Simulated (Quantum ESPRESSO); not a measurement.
Al: equation of state with BP86+D4

The system is Al.

```
Al
1.0
     0.00000    2.02481    2.02481
     2.02481    0.00000    2.02481
     2.02481    2.02481    0.00000
Al
1
Direct
  0.00000 0.00000 0.00000
```

```yaml
Program: Quantum ESPRESSO 7.5
Task: equation of state
Functional: BP86
Dispersion: D4
Potentials_or_basis: PseudoDojo 0.4.1 SR PBE standard
Cutoff: 544 eV
Density_cutoff: 2177 eV
k_mesh: 11 × 11 × 11
Occupations: fermi-dirac, width 0.05 eV
Spin: no spin polarisation
```

```json
{
  "Equilibrium volume": "15.56 Å³/atom (rough: see the caveat)",
  "Bulk modulus": "89 GPa (rough)"
}
```

Energy against volume, from the lowest point:
```tsv
volume (Å³/atom)	energy (meV/atom)
15.607	0.00
15.939	2.38
16.271	8.19
16.603	17.06
16.935	28.65
17.267	42.66
17.599	58.77
```

It took 24 s on 1 thread of Arm Neoverse V1, with other jobs on the host, peak memory 0.08 GiB.

Caveat: the potentials were made for another functional, which shifts forces and pressure; the minimum lies outside the volumes run.
